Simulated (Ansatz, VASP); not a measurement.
Two plane-wave programs on Ge

The input INCAR:

```
SYSTEM = Ge
ALGO = Normal ; EDIFF = 1E-6
ENCUT = 520 ; GGA_COMPAT = .FALSE.
ISIF = 2 ; ISMEAR = -1
LASPH = .TRUE. ; LCHARG = .TRUE.
LNONCOLLINEAR = .TRUE. ; LORBIT = 11
LORBMOM = .TRUE. ; LREAL = .FALSE.
LSORBIT = .TRUE. ; LVHAR = .TRUE.
LWAVE = .FALSE. ; MAGMOM = 0 0 0
NBANDS = 25 ; NELM = 150
PREC = Accurate ; SIGMA = 0.1
```

Contents of KPOINTS:

```
k-points
0
G
  13 13 13
  0 0 0
```

Contents of POSCAR:

```
Ge
1.0
    0.0000000000      2.0843754853      2.0843754853
    2.0843754853      0.0000000000      2.0843754853
    2.0843754853      2.0843754853      0.0000000000
Ge
1
Direct
    0.0000000000      0.0000000000      0.0000000000
```

Input for Ansatz:

```yaml
crystal:
  lattice:
    - [0.0, 2.0843754853, 2.0843754853]
    - [2.0843754853, 0.0, 2.0843754853]
    - [2.0843754853, 2.0843754853, 0.0]
  atoms:
    - { symbol: Ge, position: [0.0, 0.0, 0.0] }
hamiltonian:
  xc: lda
  pseudopotentials:
    kind: paw_fr
    azcp:
      Ge: "pseudopotentials/Ge.paw.azcp"
basis:
  ecutwfc: 420
  fft_grid_basis: typed
kpoints:
  mp_grid: { grid: [13, 13, 13], shift: [0, 0, 0] }
magnetization:
  noncollinear: true
  spin_orbit: true
scf:
  occupations: { method: fermi_dirac, width: 0.1 }
```

Alike in both runs: task single point; functional LDA; k mesh 13 × 13 × 13; occupations fermi-dirac, width 0.1 eV; non-collinear spin, spin-orbit coupling.

```csv
,VASP,Ansatz
version,VASP 6.6.1,Ansatz 0.2.0
potentials or method,"VASP PAW LDA potentials, release 64 (Ge_d)","plane waves (420 eV) with PAW, fully relativistic with spin-orbit coupling"
plane-wave cutoff (eV),520,420
valence electrons in the cell,14,14
```

|  | VASP | Ansatz | Ansatz less VASP |
| --- | --- | --- | --- |
| net moment per atom (μB) | 0.00 | 0.00 | 0.000 |

Ansatz warned: «pseudo_functional_mismatch».
